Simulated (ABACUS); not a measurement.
Here is an ABACUS 3.10.1 calculation.

The input INPUT:

```
INPUT_PARAMETERS
suffix              HfO2
calculation         scf
basis_type          pw
pseudo_dir          ./
symmetry            1
dft_functional      MGGA_X_R2SCAN+MGGA_C_R2SCAN
ecutwfc             97
pseudo_rcut         7
nspin               1
nbands              52
ks_solver           dav
smearing_method     fd
smearing_sigma      0.00367493
scf_thr             1e-08
scf_nmax            100
mixing_type         broyden
mixing_beta         0.7
cal_force           1
cal_stress          1
mixing_tau          1
out_chg             1
out_pot             2
out_elf             1
```

File STRU:

```
ATOMIC_SPECIES
Hf 178.4900 Hf_ONCV_PBE-1.2.upf
O 15.9990 O_ONCV_PBE-1.2.upf

LATTICE_CONSTANT
1.8897261246

LATTICE_VECTORS
3.5580193300 0.0000000000 0.0000000000
0.0000000000 3.5580193300 0.0000000000
0.0000000000 0.0000000000 5.1718612100

ATOMIC_POSITIONS
Direct

Hf
0.0
2
0.0000000000 0.0000000000 0.0000000000 1 1 1
0.5000000000 0.5000000000 0.5000000000 1 1 1

O
0.0
4
0.0000000000 0.5000000000 0.1972078800 1 1 1
0.5000000000 0.0000000000 0.3027921200 1 1 1
0.5000000000 0.0000000000 0.8027921200 1 1 1
0.0000000000 0.5000000000 0.6972078800 1 1 1
```

Contents of KPT:

```
K_POINTS
0
Gamma
5 5 3 0 0 0
```

Potentials or basis: SG15 ONCV 1.2 PBE, plane waves.

The run is started by

```console
$ OMP_NUM_THREADS=1 mpirun -np 4 abacus > log
```

Question: Estimate the band gap on the k mesh.

Answer: 4.89 eV, indirect (least direct gap 4.94 eV).

Question: What does it give for the pressure?

Answer: -3.1 GPa.

Forces on the atoms (eV/Å):
```
Hf   0.000  0.000  0.000
Hf   0.000  0.000  0.000
O    0.000  0.000 -0.099
O    0.000  0.000  0.099
O    0.000  0.000  0.099
O    0.000  0.000 -0.099
```

Caveat: the potentials were made for another functional, which shifts forces and pressure; spin-orbit coupling is left out, which moves the levels of the heavy elements; an odd mesh through Γ misses points on the zone boundary, where band edges often lie. r2SCAN opens gaps a little over a GGA but as a rule still falls short of measured ones.
